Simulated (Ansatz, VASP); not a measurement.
## One calculation of MgSe, two programs

The input POSCAR:

```
MgSe
1.0
    0.0000000000      2.7361372257      2.7361372257
    2.7361372257      0.0000000000      2.7361372257
    2.7361372257      2.7361372257      0.0000000000
Mg Se
1 1
Direct
    0.0000000000      0.0000000000      0.0000000000
    0.5000000000      0.5000000000      0.5000000000
```

INCAR.step1

```
  PREC = Accurate
  ENCUT = 520
  ISMEAR = 0
  SIGMA = 0.02
  LREAL = False
  LASPH = True
  NELM = 100
  NBANDS = 11
  GGA = PE
  ALGO = Normal
  EDIFF = 1E-4
  LWAVE = True
  LCHARG = False
```

INCAR.step2

```
  PREC = Accurate
  ENCUT = 520
  EDIFF = 1E-7
  ISMEAR = 0
  SIGMA = 0.02
  LREAL = False
  LASPH = True
  NELM = 100
  ALGO = Normal
  ISIF = 2
  LWAVE = False
  LCHARG = False
  METAGGA = R2SCAN
  LMIXTAU = True
  NBANDS = 11
  ISTART = 1
```

KPOINTS

```
Automatic mesh
0
Gamma
  8 8 8
```

Input for Ansatz:

```yaml
crystal:
  lattice:
    - [0.0, 2.7361372257, 2.7361372257]
    - [2.7361372257, 0.0, 2.7361372257]
    - [2.7361372257, 2.7361372257, 0.0]
  atoms:
    - { symbol: Mg, position: [0.0, 0.0, 0.0] }
    - { symbol: Se, position: [0.5, 0.5, 0.5] }
basis:
  ecutwfc: 500
kpoints:
  mp_grid: { grid: [8, 8, 8] }
  band_path:
    path:
      - [[0.0, 0.0, 0.0], [0.5, 0.0, 0.5], [0.625, 0.25, 0.625]]
      - [[0.375, 0.375, 0.75], [0.0, 0.0, 0.0], [0.5, 0.5, 0.5], [0.5, 0.25, 0.75], [0.5, 0.0, 0.5]]
    npoints: 14
hamiltonian:
  xc: r2scan
scf:
  occupations: { method: gaussian, width: 0.02 }
  n_extra_bands: 6
output:
  forces: true
  stress: true
  eigenvalues: true
  populations: true
  dos: { projected: true, de: 0.02, nscf_kmesh: { grid: [12, 12, 12] } }
  bader: true
  write_density: true
  write_potential: true
  elf: true
  volumetric_format: npy
```

Alike in both runs: task single point; functional r2SCAN; k mesh 8 × 8 × 8; occupations gaussian, width 0.02 eV; no spin polarisation.

```csv
,VASP,Ansatz
version,VASP 6.6.1,Ansatz 0.2.0
potentials or method,"VASP PAW PBE potentials, release 64 (Mg, Se)","scalar-relativistic, plane waves, PAW"
plane-wave cutoff (eV),520,500
valence electrons in the cell,8,26
```

Ansatz gave:

```
gap on the k mesh at the Fermi level (eV) : 2.48
least direct gap on the mesh (eV)         : 3.44
pressure (GPa)                            : 0.0
```

Task: Estimate VASP's values.

Result: gap on the k mesh at the Fermi level (eV): 2.44; least direct gap on the mesh (eV): 3.41; pressure (GPa): -0.3.

The two sets of potentials don't hold the same shells in valence.

Caveats: the PAW data sets were made with another functional, which shifts forces and pressure a little (VASP). A k mesh can miss the band edges. r2SCAN opens gaps a little over a GGA but as a rule still falls short of measured ones.
